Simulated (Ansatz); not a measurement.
CdS:

```
Cd S
1.0
     0.00000    2.75324    2.75324
     2.75324    0.00000    2.75324
     2.75324    2.75324    0.00000
Cd S
1 1
Direct
  0.00000 0.00000 0.00000
  0.50000 0.50000 0.50000
```

Measurements of this composition are mostly on another form, of space group No. 186.

* Program: Ansatz 0.2.0
* Task: relaxation of cell and atoms
* Functional: BLYP
* Potentials or basis: Ansatz PAW
* Cutoff: 420 eV (not typed: the program's choice for these potentials)
* k mesh: 8 × 8 × 8
* Occupations: fermi-dirac, width 0.05 eV
* Spin: no spin polarisation

At the start: volume 20.87 Å³/atom.

Q: Where does the relaxation end?

A: It ends after 5 steps and the volume is 22.13 Å³/atom (+6.0 %); space group Fm-3m (No. 225, to 0.05 Å).

The path:
```csv
step,energy change (eV),largest force (eV/Å),volume (Å³)
1,0.0000,0.0000,41.74
2,-0.0236,0.0000,45.43
3,-0.0294,0.0000,44.38
4,-0.0295,0.0000,44.26
5,-0.0300,0.0000,44.26
```

Final structure:
```yaml
crystal:
  lattice:
    - [0.00000, 2.80752, 2.80752]
    - [2.80752, 0.00000, 2.80752]
    - [2.80752, 2.80752, 0.00000]
  atoms:
    - { symbol: Cd, position: [0.00000, 0.00000, 0.00000] }
    - { symbol: S, position: [0.50000, 0.50000, 0.50000] }
```

Caveat: the plane-wave basis is chosen anew once the cell has moved, so the energies of steps on either side of that aren't comparable; the PAW data sets come from PBE, with cores solved anew for the run's functional, which leaves a small shift of forces and pressure.
